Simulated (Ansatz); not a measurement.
TePb:

```
CELL_PARAMETERS angstrom
0.00000 3.23100 3.23100
3.23100 0.00000 3.23100
3.23100 3.23100 0.00000
ATOMIC_POSITIONS crystal
Pb 0.00000 0.00000 0.00000
Te 0.50000 0.50000 0.50000
```

* Program: Ansatz 0.2.0
* Task: relaxation of cell and atoms
* Functional: HSE03
* Potentials or basis: Ansatz PAW
* Cutoff: 420 eV (not typed: the program's choice for these potentials)
* k mesh: 4 × 4 × 4
* Occupations: fermi-dirac, width 0.05 eV
* Spin: no spin polarisation

At the start: volume 33.73 Å³/atom.

**Question.** Where does the relaxation end?

**Answer.** It ends after 4 steps and the volume is 34.72 Å³/atom (+2.9 %); space group Fm-3m (No. 225, to 0.05 Å).

The path:
```
step  energy change (eV)  largest force (eV/Å)  volume (Å³)
   1              0.0000                0.0000        67.46
   2             -0.0064                0.0000        70.04
   3             -0.0072                0.0000        69.44
   4             -0.0075                0.0000        69.44
```

Final structure:
```yaml
crystal:
  lattice:
    - [0.00000, 3.26227, 3.26227]
    - [3.26227, 0.00000, 3.26227]
    - [3.26227, 3.26227, 0.00000]
  atoms:
    - { symbol: Pb, position: [0.00000, 0.00000, 0.00000] }
    - { symbol: Te, position: [0.50000, 0.50000, 0.50000] }
```

Caveat: the k mesh is coarse (spacing up to 0.42 Å⁻¹), so the values aren't converged, least of all with exact exchange; the plane-wave basis is chosen anew once the cell has moved, so the energies of steps on either side of that aren't comparable; the PAW data sets come from PBE, with cores solved anew for the run's functional, which leaves a small shift of forces and pressure.
